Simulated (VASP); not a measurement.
Input of a VASP 6.6.1 run:

The input POSCAR:

```
HfO2
1.0
    3.5231846116      0.0000000000     -0.0000000000
    0.0000000000      3.5231846116      0.0000000000
   -0.0000000000      0.0000000000      5.0723475255
  Hf              O
     2     4
Direct
     0.5000000000000000    0.5000000000000000    0.5000000000000000
     0.0000000000000000    0.0000000000000000    0.0000000000000000
     0.0000000000000000    0.5000000000000000    0.7057372673889772
     0.5000000000000000    0.0000000000000000    0.7942627326110228
     0.5000000000000000    0.0000000000000000    0.2942627326110228
     0.0000000000000000    0.5000000000000000    0.2057372673889772
```

Contents of INCAR.step1:

```
SYSTEM = HfO2
ALGO     = Fast           ! electronic algorithm
EDIFF    = 1E-8           ! SCF threshold, eV
EDIFFG   = -0.002         ! ionic threshold
ENCUT    = 600            ! plane-wave cutoff, eV
IBRION   = 2              ! ionic algorithm
ISIF     = 3              ! what is computed and relaxed
ISMEAR   = -1             ! smearing method
KPAR     = 8            
LASPH    = .True.         ! aspherical terms in the spheres
LCHARG   = .False.        ! write CHGCAR
LREAL    = .False.        ! projectors in reciprocal space
LWAVE    = .False.        ! write WAVECAR
NELM     = 80             ! most SCF steps
NSW      = 40             ! ionic steps
PREC     = Accurate       ! precision mode
SIGMA    = 0.05           ! smearing width, eV
```

Contents of INCAR.step2:

```
SYSTEM = HfO2
ALGO     = Fast           ! electronic algorithm
EDIFF    = 1E-8           ! SCF threshold, eV
ENCUT    = 600            ! plane-wave cutoff, eV
IBRION   = 8              ! ionic algorithm
ISIF     = 2              ! what is computed and relaxed
ISMEAR   = -1             ! smearing method
KPAR     = 8            
LASPH    = .True.         ! aspherical terms in the spheres
LCHARG   = .False.        ! write CHGCAR
LEPSILON = .True.         ! dielectric tensor by DFPT
LREAL    = .False.        ! projectors in reciprocal space
LWAVE    = .False.        ! write WAVECAR
NELM     = 80             ! most SCF steps
NSW      = 1              ! ionic steps
PREC     = Accurate       ! precision mode
SIGMA    = 0.05           ! smearing width, eV
```

KPOINTS

```
k-points
0
Gamma
  6 6 4
  0 0 0
```

Potentials or basis: VASP PAW LDA potentials, release 64 (Hf_pv, O).

Launch:

```bash
$ cat potpaw_LDA.64/Hf_pv/POTCAR potpaw_LDA.64/O/POTCAR > POTCAR
$ cp INCAR.step1 INCAR
$ mpirun -np 8 vasp_std > vasp.out
$ cp CONTCAR POSCAR
$ cp INCAR.step2 INCAR
$ mpirun -np 8 vasp_std > vasp.out
```

**Question.** Predict the electronic dielectric tensor (diagonal).

**Answer.** 5.32, 5.32, 4.89.

**Question.** Estimate the Born charges (mean of the diagonal).

**Answer.** Hf +5.34; O -2.67 e.

**Question.** Predict the highest phonon frequency at Γ, LO-TO splitting left out.

**Answer.** 686 cm⁻¹.

Phonon frequencies in cm⁻¹ (negative: imaginary):
```
              q point                                                        frequencies
(0.000, 0.000, 0.000)  0 0 0 109 109 120 120 238 288 327 471 471 475 475 616 683 686 686
```

Spin-orbit coupling is left out, which matters for the levels of Hf.
